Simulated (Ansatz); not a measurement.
## How the gap and the level of V_N in AlN (P6_3mc) follow the exchange fraction

Aim: the (+1/0) level of V_N in AlN (P6_3mc) as a function of the share of exact exchange, with the cost of each choice. The model is a cell of 128 host atoms with 1 N taken out; the atoms are relaxed once and then held.

Program: Ansatz 0.2.0. Level of theory: plane-wave PAW DFT; relaxations with PBEsol, then single points with PBEsol and PBE0 form with several shares of exact exchange, on supercells at fixed charge in a uniform background. Results are calculated unless marked as measured.

Report form: the programs' logs are mostly left out.

## Step 1: The starting structure

The cell holds 127 atoms: 64 Al and 63 N. Its edges and angles: a = 14.686 Å, b = 14.686 Å, c = 11.753 Å, α = 125.1°, β = 125.1°, γ = 94.5°. It derives from AlN (space group P6_3mc). Nearest the centre at fractional (0.554, 0.637, 0.750): Al102 at 1.89 Å, Al55 at 1.89 Å, Al117 at 1.89 Å, Al51 at 1.90 Å, N112 at 3.07 Å, N124 at 3.07 Å, N109 at 3.07 Å, N32 at 3.07 Å. The cell carries charge +1.

Known beforehand: the electronic dielectric constant, (4.50, 4.50, 4.73), and the static one, (8.20, 8.20, 9.74), computed on the host (DFPT, PBEsol).

The cell's shortest repeat is 11.8 Å.

## Step 2: Relaxing both charge states, PBEsol

The study needs fixed structures, so each charge is relaxed once, at one point at (¼, ¼, ¼), from small random displacements that break the symmetry of the site.

qp1.relax/input.yaml

```yaml
crystal:
  lattice:
    - [-4.67041106, 2.69646303, 4.9836768]
    - [4.67041106, -2.69646303, 4.9836768]
    - [1.55680365, 2.69646308, -4.9836768]
  atoms:
    - { symbol: Al, position: [0.416184, 0.08285, 0.0] }
    - { symbol: Al, position: [0.416184, 0.58285, 0.5] }
    - { symbol: Al, position: [0.916184, 0.08285, 0.5] }
    - { symbol: Al, position: [0.916184, 0.58285, 0.0] }
    - { symbol: Al, position: [0.33285, 0.166184, 0.5] }
    - { symbol: Al, position: [0.33285, 0.666184, 0.0] }
    - { symbol: Al, position: [0.83285, 0.166184, 0.0] }
    - { symbol: Al, position: [0.83285, 0.666184, 0.5] }
    - { symbol: "N", position: [0.10715, 0.273816, 0.5] }
    - { symbol: "N", position: [0.10715, 0.773816, 0.0] }
    - { symbol: "N", position: [0.60715, 0.273816, 0.0] }
    - { symbol: "N", position: [0.60715, 0.773816, 0.5] }
    - { symbol: "N", position: [0.023816, 0.35715, 0.0] }
    - { symbol: "N", position: [0.023816, 0.85715, 0.5] }
    - { symbol: "N", position: [0.523816, 0.35715, 0.5] }
    - { symbol: "N", position: [0.523816, 0.85715, 0.0] }
  supercell: [2, 2, 2]
  defects: [{ vacancy: 120 }]
total_charge: 1
basis:
  ecutwfc: 420
  xc_grid: 2
hamiltonian:
  xc: pbesol
  pseudopotentials: { kind: paw, azcp: { folder: soft_1 }, xc_functional: pbe }
kpoints:
  mp_grid: { grid: [1, 1, 1], shift: [0.25, 0.25, 0.25] }
scf:
  occupations: { method: fixed }
  max_iter: 80
output:
  forces: true
  charged_corrections:
    epsilon: [4.5, 4.5, 4.73]
    static_epsilon: [8.2, 8.2, 9.74]
    defect_position: [0.553575, 0.636908, 0.75]
relax:
  f_tol: 0.015
  max_steps: 60
  random_displacement: { amplitude: 0.04, seed: 1923 }
checkpoint:
  write: "../qp1.relax.run"
  compress: false
  write_wavefunctions: true
  write_every: 100000
```

The run is started by

```console
$ ansatz run input.yaml --threads 32 --pin off --max-ram 84787MiB --backend cuda --events-out ev --progress --plain --runs-dir out --max-vram 78GiB
```

The job ended after 4.9 s (1 × NVIDIA GB200 with 32 threads of Arm Neoverse V2, shared host; peak memory 1.7 GiB; 20 s of CPU time).

The steps of the relaxation:

| step | energy less that of the first step (eV) | largest force component (eV/Å) |
| --- | --- | --- |
| 1 | 0.0000 | 1.7553 |
| 2 | -1.6975 | 0.9107 |
| 3 | -2.3992 | 0.1004 |
| 4 | -2.4022 | 0.0197 |
| 5 | -2.4023 | 0.0054 |

The atoms that moved most (Å, from the sites as typed, ahead of the random displacement, the mean shift of all atoms taken out):

| atom | dx | dy | dz | length |
| --- | --- | --- | --- | --- |
| Al51 | 0.001 | 0.000 | -0.084 | 0.084 |
| Al117 | -0.037 | 0.021 | 0.005 | 0.043 |
| Al55 | 0.001 | -0.041 | 0.008 | 0.042 |
| Al102 | 0.036 | 0.020 | 0.008 | 0.042 |
| N126 | 0.009 | -0.005 | -0.017 | 0.020 |
| N112 | -0.010 | -0.005 | -0.013 | 0.017 |
| N94 | 0.000 | 0.001 | 0.017 | 0.017 |
| N124 | 0.000 | 0.011 | -0.013 | 0.017 |

Neighbours of the ideal centre at the end:

| atom | distance (Å) |
| --- | --- |
| Al117 | 1.933 |
| Al55 | 1.934 |
| Al102 | 1.935 |
| Al51 | 1.986 |
| N126 | 3.053 |
| N124 | 3.057 |
| N94 | 3.057 |
| N112 | 3.057 |
| N32 | 3.060 |
| N109 | 3.061 |
| Al114 | 3.093 |
| N90 | 3.102 |
| N107 | 3.103 |
| N12 | 3.103 |
| N108 | 3.105 |
| N59 | 3.105 |

| charge | moment set (μB) | steps | largest displacement (Å) | time |
| --- | --- | --- | --- | --- |
| 0 | 1 | 12 | 0.11 | 16 s |
| +1 | 0 | 5 | 0.08 | 4.9 s |

The relaxation ends 19 meV an atom lower than the displaced start, with a largest force component of 0.0054 eV/Å.

## Step 3: First setting: 0 (PBEsol)

Exact exchange opens the gap of the host. A level of a localised state need not follow either band edge, so its distance to each edge changes. The single points sample the zone centre alone.

qp1.a0/input.yaml

```yaml
crystal:
  checkpoint: "../qp1.relax.run"
  host: checkpoint
total_charge: 1
basis:
  ecutwfc: 420
  xc_grid: 2
hamiltonian:
  xc: pbesol
  pseudopotentials: { kind: paw, azcp: { folder: soft_1 }, xc_functional: pbe }
kpoints:
  mp_grid: { grid: [1, 1, 1] }
scf:
  occupations: { method: fixed }
  max_iter: 80
output:
  forces: true
  charged_corrections:
    epsilon: [4.5, 4.5, 4.73]
    static_epsilon: [8.2, 8.2, 9.74]
    defect_position: [0.553575, 0.636908, 0.75]
  eigenvalues: true
  eigenstates: { localisation: true }
checkpoint:
  read: "../qp1.relax.run"
  write: "../qp1.a0.run"
  compress: false
  write_wavefunctions: false
  write_every: 100000
```

It took 1.6 s on 1 × NVIDIA GB200 with 32 threads; peak memory 1.4 GiB.

Both charges and the host at this setting go to place-levels, which corrects for the image charge and aligns the potentials.

levels.a0.yaml

```yaml
host:
  run: host.a0.run
states: [q0_M1.a0.run, qp1.a0.run]
geometry_from:
  q0_M1.a0.run: q0_M1.relax.run
  qp1.a0.run: qp1.relax.run
  host.a0.run: host.relax.run
chemical_potentials:
  "N":
    energy: -378.476431
    dataset: "<sha256 of the dataset>"
```

The run is started by

```console
$ ansatz place-levels levels.a0.yaml -- --threads 32 --pin off --max-ram 84787MiB --backend cuda --max-vram 78GiB
```

It took 0.16 s on 32 threads.

At this setting the gap is 4.091 eV and (+1/0) lies 3.369 eV above the valence top.

## Step 4: The other settings

From the second setting on only the share changes; the first is PBEsol, whose semilocal part differs from that of the hybrids. The next input; the others follow the same pattern (0.2, 0.25, 0.3 and 0.4):

qp1.a10/input.yaml, as its differences from qp1.a0/input.yaml of step 3:

```diff
@@ -8,4 +8,4 @@
 hamiltonian:
-  xc: pbesol
-  pseudopotentials: { kind: paw, azcp: { folder: soft_1 }, xc_functional: pbe }
+  xc: { preset: pbe0, exx: 0.1 }
+  pseudopotentials: { kind: paw, azcp: { folder: soft_1 } }
 kpoints:
@@ -25,3 +25,3 @@
   read: "../qp1.relax.run"
-  write: "../qp1.a0.run"
+  write: "../qp1.a10.run"
   compress: false
```

## Step 5: Result against cost

Times of the states on 1 × NVIDIA GB200 with 32 threads of Arm Neoverse V2, shared host; the host is run again at each setting:

| share of exact exchange | gap (eV) | (+1/0) above the valence top (eV) | under the conduction bottom (eV) | time, both charge states | time, host and placing | peak memory of a state (GiB) |
| --- | --- | --- | --- | --- | --- | --- |
| 0 (PBEsol) | 4.091 | 3.369 | 0.722 | 6.3 s | 2 s | 1.7 |
| 0.1 | 5.012 | 3.857 | 1.154 | 33 s | 90 s | 2.2 |
| 0.2 | 5.866 | 4.392 | 1.473 | 43 s | 2 min | 2.3 |
| 0.25 | 6.298 | 4.662 | 1.636 | 39 s | 92 s | 2.3 |
| 0.3 | 6.733 | 4.933 | 1.800 | 36 s | 1.7 min | 2.3 |
| 0.4 | 7.613 | 5.479 | 2.134 | 39 s | 2.1 min | 2.8 |

## Step 6: What came out

| Quantity | Value |
| --- | --- |
| (plus 1/0) level, 0 (PBEsol) | 3.37 eV |
| (plus 1/0) level, 0.1 | 3.86 eV |
| (plus 1/0) level, 0.2 | 4.39 eV |
| (plus 1/0) level, 0.25 | 4.66 eV |
| (plus 1/0) level, 0.3 | 4.93 eV |
| (plus 1/0) level, 0.4 | 5.48 eV |
| slope of the gap among the hybrids | 0.87 eV per 0.1 of exact exchange |

From a share of 0 (PBEsol) to 0.4 the gap opens from 4.09 to 7.61 eV and (+1/0) moves from 3.37 to 5.48 eV above the valence top. Among the hybrids, by fitted slopes, the level takes 62 % of the gap's opening, between the two edges, as a localised state does. The atoms were held at the semilocal structure, so a distortion that exact exchange would bring is missing. The program warns that hybrid band edges depend on the exchange mesh, which was not varied here; the gaps and slopes may carry that error. Only the charges 0 and +1 were run, each from one start, so (+1/0) need not be a change between stable states. What this leaves open: sampling at the zone centre alone can move energies of charged and open-shell states by tenths of an eV or more in cells of this size; the structures are those of PBEsol; force components of up to 0.38 eV/Å remain in a run at the final settings.

[Logs are printed without paths, hosts, clocks, repeated set-up lines and the standing remarks that a program may print on its own settings, such as how far it seeks lower states.]

[Hosts, paths, dates, database ids (printed as entryN), source tags and the programs' standing remarks are cut or masked in the printed files.]

[Where a table of states has a column of steps, it counts the stored structures, which are thinned; the runs took as many ionic steps or more.]

[For some hosts the program warned that the k-mesh of the response run may be too coarse for force constants and the static dielectric constant; such warnings are not shown here.]
